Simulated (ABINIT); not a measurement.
TePb:

```
Pb Te
1.0
     0.00000    3.23100    3.23100
     3.23100    0.00000    3.23100
     3.23100    3.23100    0.00000
Pb Te
1 1
Cartesian
  0.0000 0.0000 0.0000
  3.2310 3.2310 3.2310
```

Program: ABINIT 10.8.3 (patched build). Alike in all runs: cell as given; smearing fermi-dirac 0.05 eV. Hardware: 1 thread of Arm Neoverse V2, with other jobs on the host.

Question: Order these runs on this cell by their wall time, lowest first.
A. task single point; level LDA; potentials or basis JTH PAW LDA v2.0; spin off; k mesh 4 × 4 × 4; cutoff (eV) 463; fine-grid cutoff 925.187 eV; mesh quality coarse
B. task band structure; level HCTH407; potentials or basis JTH PAW PBE v2.0; spin SOC, no magnetisation; k mesh 7 × 7 × 7; cutoff (eV) 599; fine-grid cutoff 1197.3 eV; mesh quality not flagged
C. task band structure; level LDA-VWN; potentials or basis JTH PAW LDA v2.0; spin off; k mesh 7 × 7 × 7; cutoff (eV) 463; fine-grid cutoff 925.187 eV; mesh quality not flagged

Answer: A (6.4 s), C (92 s), B (610 s).

Caveats: some runs use coarse meshes.

Runs at the PBE level aren't shown here.
